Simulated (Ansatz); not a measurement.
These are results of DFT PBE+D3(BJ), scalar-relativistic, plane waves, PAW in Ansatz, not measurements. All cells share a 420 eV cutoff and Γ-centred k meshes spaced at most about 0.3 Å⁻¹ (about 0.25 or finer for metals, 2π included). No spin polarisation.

These are static total energies at zero pressure.

**Question.** Which of these relaxed structures of Ge is the lowest in energy?
A.

```
Ge
1.0
     0.00000    2.84969    2.84969
     2.84969    0.00000    2.84969
     2.84969    2.84969    0.00000
Ge
2
Direct
  0.00000 0.00000 0.00000
  0.25000 0.25000 0.25000
```

B.

```
Ge
1.0
     4.09041    0.00000    0.00000
    -2.04520    3.54240    0.00000
     0.00000    0.00000    3.32658
Ge
2
Direct
  0.66667 0.33333 0.14086
  0.33333 0.66667 0.85914
```

C.

```
Ge
1.0
     1.44931   -2.41421    0.00000
     1.44931    2.41421    0.00000
     0.00000    0.00000    2.65411
Ge
1
Direct
  0.50000 0.50000 0.50000
```

**Answer.** A. The next of these, C, lies 181 meV/atom higher. Forms: A diamond type, Fd-3m; C Cmmm; B P-3m1. Counting all near atoms (those within 1.25 times the shortest such distance or 1.15 times the sum of covalent radii): A has Ge 4; C has Ge 8; B has Ge 3. Origin: A, reached from a measured cell (COD), among other starts; B, invented; C, reached from a Materials Project cell (its symmetry changed).

Cells relaxed within their symmetry can be saddle points. Some types were kept out of the candidates beforehand, so the set may lack a known form.
